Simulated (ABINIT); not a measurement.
**TePb (Fm-3m): G0W0 in ABINIT against the plane-wave cutoff**

Aim: move the plane-wave cutoff of a G0W0 run on TePb (Fm-3m) over a wide range.

Method: PBE and many-body steps on it, plane waves, in ABINIT 10.8.3.

Most raw output is cut from this account.

## (1) The structure

Symmetry: Fm-3m, No. 225, cubic system. Conventional cell: a = 6.462 Å, b = 6.462 Å, c = 6.462 Å, α = 90.00°, β = 90.00°, γ = 90.00°. Nearest to Te lie 6 Pb at 3.23 Å. Nearest to Pb lie 6 Te at 3.23 Å. Farther neighbours and most contacts between anions are not listed.

The cell and positions come from the Crystallography Open Database and are kept as given unless a step says otherwise. Spin-orbit coupling is left out unless a step names it.

## (2) Empty states on the mesh, 4×4×4 mesh, 456 bands

This step: ABINIT 10.8.3; DFT, PBE, plane waves, norm-conserving pseudopotentials.

The sums over transitions need many empty states on a uniform mesh; this step solves for them.

Contents of run.abi:

```
acell 3*1.0 Angstrom
rprim 
  -0.000000000000 3.231000000000 3.231000000000
  3.231000000000 0.000000000000 3.231000000000
  3.231000000000 3.231000000000 0.000000000000
ntypat 2
znucl 52 82
natom 2
typat 1 2
xred 
  0.500000000000 0.500000000000 0.500000000000
  0.000000000000 0.000000000000 0.000000000000
pp_dirpath "pseudos"
pseudos "Te.upf, Pb.upf"
ecut 34
ngkpt 4 4 4
nshiftk 1
shiftk 0 0 0
kptopt 1
chksymbreak 0
irdden 1
istwfk *1
nband 456
prtvol 0
optdriver 6
gwr_task "HDIAGO"
paral_kgb 0
occopt 1
indata_prefix "in"
outdata_prefix "out"
tmpdata_prefix "tmp"
```

Run with:

```console
OMP_NUM_THREADS=1 mpirun -n 8 abinit run.abi > log
```

It took 64 s on 8 MPI ranks of Intel Xeon Platinum 8488C (Sapphire Rapids), shared host; peak memory 8.6 GiB; 8.5 min of CPU time.

Numbers from this step:

```
gap                                                           : 0.7358 eV
k of the valence top                                          : 0.5, 0, 0
k of the conduction bottom                                    : 0.5, 0, 0
least direct gap                                              : 0.7358 eV
k points computed                                             : 8
lowest point of the top converged band, above the valence top : 186.3268 eV
```

On this mesh the gap is 0.736 eV.

The density comes from a self-consistent run that is not shown.

## (3) Empty states on the mesh, 4×4×4 mesh, 132 bands

run.abi, as its differences from that of step 2:

```diff
@@ -14,3 +14,3 @@
 pseudos "Te.upf, Pb.upf"
-ecut 34
+ecut 20
 ngkpt 4 4 4
@@ -22,3 +22,3 @@
 istwfk *1
-nband 456
+nband 132
 prtvol 0
```

It took 6.6 s on 8 MPI ranks; peak memory 2 GiB.

This step gave:

```yaml
gap: 0.7418 eV
k_of_the_valence_top: 0.5, 0, 0
k_of_the_conduction_bottom: 0.5, 0, 0
least_direct_gap: 0.7418 eV
k_points_computed: 8
lowest_point_of_the_top_converged_band_above_the_valence_top: 71.5247 eV
```

On this mesh the gap is 0.742 eV.

## (4) Empty states on the mesh, 4×4×4 mesh, 132 bands

run.abi, as its differences from that of step 3:

```diff
@@ -14,3 +14,3 @@
 pseudos "Te.upf, Pb.upf"
-ecut 20
+ecut 27
 ngkpt 4 4 4
```

Elapsed: 19 s, on 8 MPI ranks; peak memory 4.5 GiB.

This step gave:

```
gap                                                           : 0.7367 eV
k of the valence top                                          : 0.5, 0, 0
k of the conduction bottom                                    : 0.5, 0, 0
least direct gap                                              : 0.7367 eV
k points computed                                             : 8
lowest point of the top converged band, above the valence top : 71.5622 eV
```

On this mesh the gap is 0.737 eV.

## (5) Empty states on the mesh, 4×4×4 mesh, 136 bands

run.abi, as its differences from that of step 4:

```diff
@@ -14,3 +14,3 @@
 pseudos "Te.upf, Pb.upf"
-ecut 27
+ecut 42
 ngkpt 4 4 4
@@ -20,10 +20,10 @@
 chksymbreak 0
+iscf -2
 irdden 1
 istwfk *1
-nband 132
+nband 136
+nbdbuf 12
+tolwfr 1e-09
+nstep 60
 prtvol 0
-optdriver 6
-gwr_task "HDIAGO"
-paral_kgb 0
-occopt 1
 indata_prefix "in"
```

The job ended after 34 s (8 MPI ranks; peak memory 0.81 GiB).

Numbers from this step:

```yaml
gap: 0.7355 eV
k_of_the_valence_top: 0.5, 0, 0
k_of_the_conduction_bottom: 0.5, 0, 0
least_direct_gap: 0.7355 eV
k_points_computed: 8
lowest_point_of_the_top_converged_band_above_the_valence_top: 71.5581 eV
```

On this mesh the gap is 0.736 eV.

## (6) Screening, 4×4×4 mesh, 124 bands, screening to 163.3 eV

The RPA dielectric matrix is built and inverted for each q.

This step: RPA screening on PBE, plane waves, norm-conserving pseudopotentials.

run.abi, as its differences from that of step 5:

```diff
@@ -14,3 +14,3 @@
 pseudos "Te.upf, Pb.upf"
-ecut 42
+ecut 20
 ngkpt 4 4 4
@@ -20,10 +20,11 @@
 chksymbreak 0
-iscf -2
-irdden 1
 istwfk *1
-nband 136
-nbdbuf 12
-tolwfr 1e-09
-nstep 60
-prtvol 0
+occopt 1
+irdwfk 1
+optdriver 3
+nband 124
+ecuteps 6
+inclvkb 2
+awtr 1
+symchi 1
 indata_prefix "in"
```

Elapsed: 21 s, on 8 MPI ranks; peak memory 1.3 GiB; 2.8 min of CPU time.

This step gave:

```yaml
eps_infinity_with_local_fields_on_this_mesh_along_the_program_s_q_direction: 36.40
the_same_without_local_fields: 39.33
plasma_frequency: 24.76 eV
plane_waves_in_the_screening_matrix: 331
```

Local fields lower ε∞ by 7 %.

## (7) 20 Ha

This step: G0W0 on PBE, plane waves, norm-conserving pseudopotentials.

run.abi, as its differences from that of step 6:

```diff
@@ -23,8 +23,17 @@
 irdwfk 1
-optdriver 3
+optdriver 4
 nband 124
+gwcalctyp 0
+ecutsigx 20
+symsigma 1
+nkptgw 2
+kptgw 
+  0.5000000000 0.0000000000 0.0000000000
+  0.0000000000 0.0000000000 0.0000000000
+bdgw 
+  13 18
+  13 18
 ecuteps 6
-inclvkb 2
-awtr 1
-symchi 1
+irdscr 1
+ppmodel 1
 indata_prefix "in"
```

Wall time 12 s (8 MPI ranks); peak memory 1.5 GiB.

Numbers from this step:

- G0W0 gap on the points computed: 1.097 eV
- starting gap on the mesh: 0.7418 eV
- k of the valence top: 0.5, 0, 0
- k of the conduction bottom: 0.5, 0, 0
- Z at the valence top: 0.793
- Z at the conduction bottom: 0.802
- least direct G0W0 gap on the computed points: 1.097 eV

## (8) Screening, 4×4×4 mesh, 124 bands, screening to 163.3 eV

This step: RPA screening on PBE, plane waves, norm-conserving pseudopotentials.

run.abi, as its differences from that of step 7:

```diff
@@ -14,3 +14,3 @@
 pseudos "Te.upf, Pb.upf"
-ecut 20
+ecut 27
 ngkpt 4 4 4
@@ -23,17 +23,8 @@
 irdwfk 1
-optdriver 4
+optdriver 3
 nband 124
-gwcalctyp 0
-ecutsigx 20
-symsigma 1
-nkptgw 2
-kptgw 
-  0.5000000000 0.0000000000 0.0000000000
-  0.0000000000 0.0000000000 0.0000000000
-bdgw 
-  13 18
-  13 18
 ecuteps 6
-irdscr 1
-ppmodel 1
+inclvkb 2
+awtr 1
+symchi 1
 indata_prefix "in"
```

Wall time 23 s (8 MPI ranks); peak memory 1.6 GiB; 3 min of CPU time.

Numbers from this step:

```yaml
eps_infinity_with_local_fields_on_this_mesh_along_the_program_s_q_direction: 38.47
the_same_without_local_fields: 41.53
plasma_frequency: 24.76 eV
plane_waves_in_the_screening_matrix: 331
```

## (9) 27 Ha

The self-energy is evaluated for the states that the input lists, and the levels follow from it, in one-shot runs by the linearised quasiparticle equation.

This step: G0W0 on PBE, plane waves, norm-conserving pseudopotentials.

run.abi, as its differences from that of step 8:

```diff
@@ -23,8 +23,17 @@
 irdwfk 1
-optdriver 3
+optdriver 4
 nband 124
+gwcalctyp 0
+ecutsigx 27
+symsigma 1
+nkptgw 2
+kptgw 
+  0.5000000000 0.0000000000 0.0000000000
+  0.0000000000 0.0000000000 0.0000000000
+bdgw 
+  13 18
+  13 18
 ecuteps 6
-inclvkb 2
-awtr 1
-symchi 1
+irdscr 1
+ppmodel 1
 indata_prefix "in"
```

Run time: 12 s. Hardware: 8 MPI ranks; peak memory 1.7 GiB; 91 s of CPU time.

This step gave:

- G0W0 gap on the points computed: 1.080 eV
- starting gap on the mesh: 0.7367 eV
- k of the valence top: 0.5, 0, 0
- k of the conduction bottom: 0.5, 0, 0
- Z at the valence top: 0.792
- Z at the conduction bottom: 0.801
- least direct G0W0 gap on the computed points: 1.080 eV

The gap on the mesh goes from 0.74 eV to 1.08 eV, a correction of +0.34 eV.

## (10) Screening, 4×4×4 mesh, 124 bands, screening to 163.3 eV

This step: RPA screening on PBE, plane waves, norm-conserving pseudopotentials.

run.abi, as its differences from that of step 9:

```diff
@@ -14,3 +14,3 @@
 pseudos "Te.upf, Pb.upf"
-ecut 27
+ecut 34
 ngkpt 4 4 4
@@ -23,17 +23,8 @@
 irdwfk 1
-optdriver 4
+optdriver 3
 nband 124
-gwcalctyp 0
-ecutsigx 27
-symsigma 1
-nkptgw 2
-kptgw 
-  0.5000000000 0.0000000000 0.0000000000
-  0.0000000000 0.0000000000 0.0000000000
-bdgw 
-  13 18
-  13 18
 ecuteps 6
-irdscr 1
-ppmodel 1
+inclvkb 2
+awtr 1
+symchi 1
 indata_prefix "in"
```

It took 42 s on 8 MPI ranks; peak memory 2.3 GiB; 5.5 min of CPU time.

Numbers from this step:

| Quantity | Value |
| --- | --- |
| ε∞ with local fields, on this mesh, along the program's q direction | 38.66 |
| the same without local fields | 41.73 |
| plasma frequency | 24.76 eV |
| plane waves in the screening matrix | 331 |

## (11) 34 Ha

This step: G0W0 on PBE, plane waves, norm-conserving pseudopotentials.

run.abi, as its differences from that of step 10:

```diff
@@ -23,8 +23,17 @@
 irdwfk 1
-optdriver 3
+optdriver 4
 nband 124
+gwcalctyp 0
+ecutsigx 34
+symsigma 1
+nkptgw 2
+kptgw 
+  0.5000000000 0.0000000000 0.0000000000
+  0.0000000000 0.0000000000 0.0000000000
+bdgw 
+  13 18
+  13 18
 ecuteps 6
-inclvkb 2
-awtr 1
-symchi 1
+irdscr 1
+ppmodel 1
 indata_prefix "in"
```

It took 14 s on 8 MPI ranks; peak memory 2.2 GiB; 1.8 min of CPU time.

Numbers from this step:

| Quantity | Value |
| --- | --- |
| G0W0 gap on the points computed | 1.079 eV |
| starting gap on the mesh | 0.7358 eV |
| k of the valence top | 0.5, 0, 0 |
| k of the conduction bottom | 0.5, 0, 0 |
| least direct G0W0 gap on the computed points | 1.079 eV |

Against the run before, the gap moves by −0.001 eV.

## (12) Screening, 4×4×4 mesh, 124 bands, screening to 163.3 eV

This step: RPA screening on PBE, plane waves, norm-conserving pseudopotentials.

run.abi, as its differences from that of step 11:

```diff
@@ -14,3 +14,3 @@
 pseudos "Te.upf, Pb.upf"
-ecut 34
+ecut 42
 ngkpt 4 4 4
@@ -23,17 +23,8 @@
 irdwfk 1
-optdriver 4
+optdriver 3
 nband 124
-gwcalctyp 0
-ecutsigx 34
-symsigma 1
-nkptgw 2
-kptgw 
-  0.5000000000 0.0000000000 0.0000000000
-  0.0000000000 0.0000000000 0.0000000000
-bdgw 
-  13 18
-  13 18
 ecuteps 6
-irdscr 1
-ppmodel 1
+inclvkb 2
+awtr 1
+symchi 1
 indata_prefix "in"
```

Elapsed: 37 s, on 8 MPI ranks; peak memory 2.5 GiB.

Numbers from this step:

- ε∞ with local fields, on this mesh, along the program's q direction: 38.66
- the same without local fields: 41.73
- plasma frequency: 24.76 eV
- plane waves in the screening matrix: 331

## (13) 42 Ha

This step: G0W0 on PBE, plane waves, norm-conserving pseudopotentials.

run.abi, as its differences from that of step 12:

```diff
@@ -23,8 +23,17 @@
 irdwfk 1
-optdriver 3
+optdriver 4
 nband 124
+gwcalctyp 0
+ecutsigx 42
+symsigma 1
+nkptgw 2
+kptgw 
+  0.5000000000 0.0000000000 0.0000000000
+  0.0000000000 0.0000000000 0.0000000000
+bdgw 
+  13 18
+  13 18
 ecuteps 6
-inclvkb 2
-awtr 1
-symchi 1
+irdscr 1
+ppmodel 1
 indata_prefix "in"
```

Elapsed: 13 s, on 8 MPI ranks; peak memory 2.4 GiB; 1.7 min of CPU time.

Numbers from this step:

| Item | Value |
| --- | --- |
| G0W0 gap on the points computed | 1.079 eV |
| starting gap on the mesh | 0.7355 eV |
| k of the valence top | 0.5, 0, 0 |
| k of the conduction bottom | 0.5, 0, 0 |
| least direct G0W0 gap on the computed points | 1.079 eV |

Against the run before, the gap moves by +0.000 eV.

## (14) Side by side

Times are wall times on 8 MPI ranks of Intel Xeon Platinum 8488C (Sapphire Rapids), shared host, good to a factor of about two. A run's time includes the screening step that it read.

```tsv
run	mesh	bands	screening cutoff (eV)	DFT gap (eV)	gap on the mesh (eV)	direct (eV)	ε∞ used	time
20 Ha	4×4×4	124	163.3	0.742	1.097	1.097	36.40	33 s
27 Ha	4×4×4	124	163.3	0.737	1.080	1.080	38.47	34 s
34 Ha	4×4×4	124	163.3	0.736	1.079	1.079	38.66	55 s
42 Ha	4×4×4	124	163.3	0.736	1.079	1.079	38.66	50 s
```

## (15) Summary of results

```yaml
20_ha: 1.097 eV
27_ha: 1.080 eV
34_ha: 1.079 eV
42_ha: 1.079 eV
known_limits: not at the basis limit; exchange with frozen shells missing; mesh may overstate the screening; no spin-orbit coupling; coarse k mesh
```

What this shows: The setting moved: plane-wave cutoff. From 20 Ha to 42 Ha the gap moves by −0.02 eV. It holds to 0.03 eV from 20 Ha on. Bands and screening cutoff are coupled, so a series along one setting does not show full convergence. Bands and cutoff are finite, so the gap is not at the basis limit. The miss can reach some tenths of an eV and take either sign; the mesh is an error of its own. In the G0W0 runs levels were corrected at 2 k points alone, so a gap called «on the mesh» is the least over those, and an edge elsewhere would be missed. The 4×4×4 mesh is coarse for this cell, which bears on the long-range parts of exchange and screening. Where an edge is built on 6p states of lead, bismuth or thallium, scalar-relativistic gaps usually stand too wide, by a few tenths to over one eV. The norm-conserving file of at least one element keeps a d shell over frozen s and p shells of the same row. Exchange with those shells is missing from the self-energy, an error of 0.3 to 0.9 eV in cases checked, whose sign depends on which edge lies on those atoms. For the PBE start: The RPA ε∞ on this mesh reaches over 25; with a narrow direct gap a coarse mesh can overstate it, and the correction is then too small. The many-body steps are scalar-relativistic: spin-orbit coupling is not in them.

[Paths, hosts, dates, memory and timing lines, banners, echoed tables and standing remarks are left out of the program output.]

[Logs are printed without paths, hosts, clocks, repeated set-up lines and the standing remarks that a program may print on its own settings, such as how far it seeks lower states.]

[Runs of the session that timed out or met a known fault of the program may be left out.]

[Hosts, paths, dates, database ids (printed as entryN), source tags and the programs' standing remarks are cut or masked in the printed files.]

[G0W0 gaps are taken among the corrected bands and points alone; a level outside them can change the order at an edge.]

[Where Ansatz stands beside ABINIT at settings called matched, ABINIT's density can come from a denser mesh and the files from another edition; pairs whose starting gaps differed by over 0.03 eV were left out, so agreement reads better than it is.]
